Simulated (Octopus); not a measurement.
The system is C.

```
C
1.0
     2.52210    0.00000    0.00000
    -1.26105    2.18420    0.00000
     0.00000    0.00000    8.23710
C
8
Direct
  0.66667 0.33333 0.84375
  0.33333 0.66667 0.34375
  0.66667 0.33333 0.65625
  0.33333 0.66667 0.15625
  0.00000 0.00000 0.90625
  0.00000 0.00000 0.40625
  0.00000 0.00000 0.59375
  0.00000 0.00000 0.09375
```

This is a hexagonal form of diamond, not graphite.

Base run:

```yaml
Program: Octopus 16.4
Functional: PBE
Potentials_or_basis: pseudodojo_pbe (PseudoDojo 0.5, PBE)
Grid_spacing: 0.126 × 0.126 × 0.127 Å
k_mesh: 12 × 12 × 4
Occupations: fermi-dirac, width 0.05 eV
Spin: no spin polarisation
```

Its results: band gap on the k mesh 4.47 eV, indirect (least direct gap 5.22 eV); largest force 0.330 eV/Å.

Question: The run is repeated on the same cell with these changes: functional from PBE to PBEsol; potentials or basis from pseudodojo_pbe (PseudoDojo 0.5, PBE) to pseudodojo_pbesol (PseudoDojo 0.4, PBEsol). What comes out?

Answer: Band gap on the k mesh 4.32 eV, indirect (least direct gap 5.15 eV); largest force 0.331 eV/Å.

A k mesh can miss the band edges.

Not every run made on this cell is shown here.
